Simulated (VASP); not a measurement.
# GaP: convergence, G0W0 on PBE

GaP, F-43m (no. 216), 2 atoms in the cell. PBE, GW; PAW potentials Ga_d_GW, P_GW (PBE set). VASP 6.6.1.

Wanted: quasiparticle gap at the zone centre within 0.1 eV; correction of the gap between the band edges on the mesh within 0.1 eV.

GW scheme: G0W0; Iterations: 1.

Correction of the gap between the band edges on the mesh: the quasiparticle gap less the starting one, both between the band edges that the mesh holds (often an indirect gap), so it isn't the difference to the zone-centre gap.

POSCAR:
```
GaP
1.0
    0.0000000000      2.7252500000      2.7252500000
    2.7252500000      0.0000000000      2.7252500000
    2.7252500000      2.7252500000      0.0000000000
Ga P
1 1
Direct
    0.0000000000      0.0000000000      0.0000000000
    0.7500000000      0.7500000000      0.7500000000
```

The series start from Grid for exchange (PRECFOCK): Normal; Response cutoff (eV): 100; Band count: filled + 1.5 x plane waves under ENCUTGW; Orbital cutoff (eV): 500; k mesh: 3 3 3; Frequency points: 48; Groups of k points: 1. Each series keeps the choices made before it, and each single choice may use up half of a tolerance. Times cover all steps of a run.

## Grid for exchange (PRECFOCK)

| Grid for exchange (PRECFOCK) | Quasiparticle gap at the zone centre (eV) | Correction of the gap between the band edges on the mesh (eV) | Time (s) |
|---|---|---|---|
| Normal | 2.71 | 0.52 | 21 |
| Fast | 2.71 | 0.52 | 12 |
| Low | 2.71 | 0.52 | 13 |

Chosen: Fast, the fastest of those that stay within half of the tolerance.

## Response cutoff (eV)

| Response cutoff (eV) | Quasiparticle gap at the zone centre (eV) | Correction of the gap between the band edges on the mesh (eV) | Time (s) |
|---|---|---|---|
| 50 | 2.71 | 0.35 | 9.6 |
| 100 | 2.71 | 0.52 | 12 |
| 150 | 2.70 | 0.60 | 16 |
| 200 | 2.69 | 0.63 | 30 |
| 300 (reference) | 2.68 | 0.66 | 72 |

Chosen: 200, the loosest value from which every tighter one stays within half of the tolerance.

## Band count

| Band count | Quasiparticle gap at the zone centre (eV) | Correction of the gap between the band edges on the mesh (eV) | Time (s) |
|---|---|---|---|
| filled + 0.15 x plane waves under ENCUTGW | 2.75 | 0.53 | 12 |
| filled + 0.4 x plane waves under ENCUTGW | 2.71 | 0.59 | 15 |
| filled + 0.8 x plane waves under ENCUTGW | 2.70 | 0.62 | 18 |
| filled + 1.5 x plane waves under ENCUTGW | 2.69 | 0.63 | 30 |
| filled + 2.0 x plane waves under ENCUTGW (reference) | 2.69 | 0.63 | 27 |

Chosen: filled + 0.4 x plane waves under ENCUTGW.

## Orbital cutoff (eV)

| Orbital cutoff (eV) | Quasiparticle gap at the zone centre (eV) | Correction of the gap between the band edges on the mesh (eV) | Time (s) |
|---|---|---|---|
| 450 | 2.71 | 0.59 | 12 |
| 500 | 2.71 | 0.59 | 15 |
| 650 (reference) | 2.71 | 0.59 | 18 |

Chosen: 450.

## k mesh

| k mesh | Quasiparticle gap at the zone centre (eV) | Correction of the gap between the band edges on the mesh (eV) | Time (s) |
|---|---|---|---|
| 2 2 2 | 2.68 | 0.35 | 8.3 |
| 3 3 3 | 2.71 | 0.59 | 12 |
| 4 4 4 | 2.72 | 0.49 | 34 |
| 6 6 6 (reference) | 2.73 | 0.51 | 167 |

Chosen: 4 4 4.

## Frequency points

| Frequency points | Quasiparticle gap at the zone centre (eV) | Correction of the gap between the band edges on the mesh (eV) | Time (s) |
|---|---|---|---|
| 8 | 2.55 | 0.84 | 54 |
| 16 | 2.61 | 0.48 | 92 |
| 32 | 2.73 | 0.48 | 31 |
| 48 | 2.72 | 0.49 | 34 |
| 96 (reference) | 2.72 | 0.48 | 36 |

Chosen: 32.

## Groups of k points

| Groups of k points | Quasiparticle gap at the zone centre (eV) | Correction of the gap between the band edges on the mesh (eV) | Time (s) |
|---|---|---|---|
| 1 | 2.73 | 0.48 | 31 |
| 4 | 2.73 | 0.48 | 29 |

Chosen: 1; no other choice that stays within half of the tolerance saves 30 % of the time.

The choices weren't compared together with a run at all the tightest settings, so their joint error isn't shown.

## The input

INCAR.step1:
```
SYSTEM = GaP
PREC = Accurate ; ENCUT = 450
ISMEAR = 0 ; SIGMA = 0.05
LASPH = .TRUE. ; LREAL = .FALSE.
GGA = PE ; ALGO = Normal
EDIFF = 1E-8 ; NELM = 150
LWAVE = .TRUE. ; LCHARG = .FALSE.
```

INCAR.step2, as INCAR.step1 but for:
```
- ALGO = Normal
- NELM = 150
+ ALGO = Exact
+ NELM = 1
+ ISTART = 1
+ NBANDS = 112
+ LOPTICS = .TRUE.
```

INCAR.step3:
```
SYSTEM = GaP
PREC = Accurate ; ENCUT = 450
ISMEAR = 0 ; SIGMA = 0.05
LASPH = .TRUE. ; LREAL = .FALSE.
GGA = PE ; ALGO = EVGW0
NBANDS = 112 ; NBANDSGW = 13
ENCUTGW = 200 ; NOMEGA = 32
PRECFOCK = Fast ; ISTART = 1
LWAVE = .FALSE. ; LCHARG = .FALSE.
NELMGW = 1
```

KPOINTS:
```
Automatic mesh
0
Gamma
  4 4 4
  0 0 0
```

Commands (each step's output is kept before the next begins):
```
cat potpaw_PBE.64/Ga_d_GW/POTCAR potpaw_PBE.64/P_GW/POTCAR > POTCAR
cp INCAR.step1 INCAR
mpirun -np 4 vasp_std > vasp.out
cp INCAR.step2 INCAR
mpirun -np 4 vasp_std > vasp.out
cp INCAR.step3 INCAR
mpirun -np 4 vasp_std > vasp.out
```

Limits: the sum over empty states is short: their number is 0.4 times that of the plane waves under the response cutoff.

The chosen input took VASP 6.6.1 31 s on 4 cores (Intel Xeon Platinum 8559C (Emerald Rapids)), a shared host.

## An input that fails: LOPTICS left out

It runs to its end, but against the unchanged starting input it is off by 3.37 eV in the quasiparticle gap at the zone centre, 3.36 eV in the correction of the gap between the band edges on the mesh.

Changes against the starting input:
```
(step 2)
- LOPTICS = True
```
